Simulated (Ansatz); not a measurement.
Level of theory: Ansatz 0.2.0, DFT PBE, scalar-relativistic, plane waves, PAW. Settings: cutoff 420 eV, Γ-centred meshes spaced at most about 0.3 Å⁻¹, and about 0.25 Å⁻¹ or finer for metals (2π included), Gaussian smearing. No spin polarisation.

These are static total energies at zero pressure.

Two relaxed structures of Sn4S:

A.

```cif
data_structure
_symmetry_space_group_name_H-M 'P4/mmm'
_symmetry_Int_Tables_number 123
_cell_length_a 4.3477
_cell_length_b 4.3477
_cell_length_c 7.6047
_cell_angle_alpha 90.000
_cell_angle_beta 90.000
_cell_angle_gamma 90.000
_cell_volume 143.75
loop_
_atom_site_label
_atom_site_type_symbol
_atom_site_symmetry_multiplicity
_atom_site_Wyckoff_symbol
_atom_site_fract_x
_atom_site_fract_y
_atom_site_fract_z
_atom_site_occupancy
Sn1 Sn 4 i 0.00000 0.50000 0.28943 1
S1 S 1 a 0.00000 0.00000 0.00000 1
```

B.

```cif
data_structure
_symmetry_space_group_name_H-M 'Im-3m'
_symmetry_Int_Tables_number 229
_cell_length_a 6.6497
_cell_length_b 6.6497
_cell_length_c 6.6497
_cell_angle_alpha 90.000
_cell_angle_beta 90.000
_cell_angle_gamma 90.000
_cell_volume 294.04
loop_
_atom_site_label
_atom_site_type_symbol
_atom_site_symmetry_multiplicity
_atom_site_Wyckoff_symbol
_atom_site_fract_x
_atom_site_fract_y
_atom_site_fract_z
_atom_site_occupancy
Sn1 Sn 8 c 0.25000 0.25000 0.75000 1
S1 S 2 a 0.00000 0.00000 0.00000 1
```

**Question.** Which would you expect to be lower, and how large is the difference?

**Answer.** They are level within the accuracy (2 meV/atom apart, with A the lower in these runs). A has space group P4/mmm (No. 123), 28.7 Å³/atom and no gap on its mesh; B has space group Im-3m (No. 229), 29.4 Å³/atom and no gap. Counting Sn atoms around S (those within 1.25 times the shortest such distance or 1.15 times the sum of covalent radii; the shortest distance is added where it is long for a bond), A has S 8 from 3.1 Å and B has S 8 from 2.9 Å. Even the lower one lies +0.14 eV/atom against the reference forms of the elements (uncorrected), so neither is stable at this level. Both come from invented guesses.

The k mesh leaves some 4 meV/atom of noise in the energy of each metallic cell. Cells relaxed within their symmetry can be saddle points.
